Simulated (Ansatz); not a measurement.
A distorted cell of BeO (wurtzite):

```
CELL_PARAMETERS angstrom
      2.71181     0.00000     0.00000
     -1.35591     2.34850     0.00000
      0.00000     0.00000     8.80911
ATOMIC_POSITIONS crystal
  Be 0.66667 0.33333 0.97426
  Be 0.66667 0.33333 0.52723
  Be 0.33333 0.66667 0.24849
  Be 0.33333 0.66667 0.75300
  O  0.66667 0.33333 0.30491
  O  0.66667 0.33333 0.81880
  O  0.33333 0.66667 0.07389
  O  0.33333 0.66667 0.54982
```

These are PBE (plane waves to 420 eV, PAW, scalar-relativistic; Ansatz, a quantum-chemistry and plane-wave program) values and carry that method's errors. k mesh 14×14×4 (Γ-centred), Fermi-Dirac smearing 0.05 eV. Compression counts positive. BeO was relaxed with its symmetry unable to fall.

Problem. What forces act on the atoms (eV/Å, Cartesian)?

Solution. 
| atom | Fx | Fy | Fz |
|---|---|---|---|
| Be1 | 0.000 | 0.000 | 11.355 |
| Be2 | 0.000 | 0.000 | -5.106 |
| Be3 | 0.000 | 0.000 | 1.182 |
| Be4 | 0.000 | 0.000 | -0.239 |
| O5 | 0.000 | 0.000 | 2.001 |
| O6 | 0.000 | 0.000 | -7.403 |
| O7 | 0.000 | 0.000 | -6.482 |
| O8 | 0.000 | 0.000 | 4.692 |

Problem. What is the stress tensor (GPa)?

Solution. 
```
    5.4      0.0      0.0
    0.0      5.4      0.0
    0.0      0.0     15.8
```
The pressure, a third of the trace, is 8.9 GPa.

(A displaced cell: forces are minus the slopes of the energy, force constants its curvatures, and phonons follow from these.)
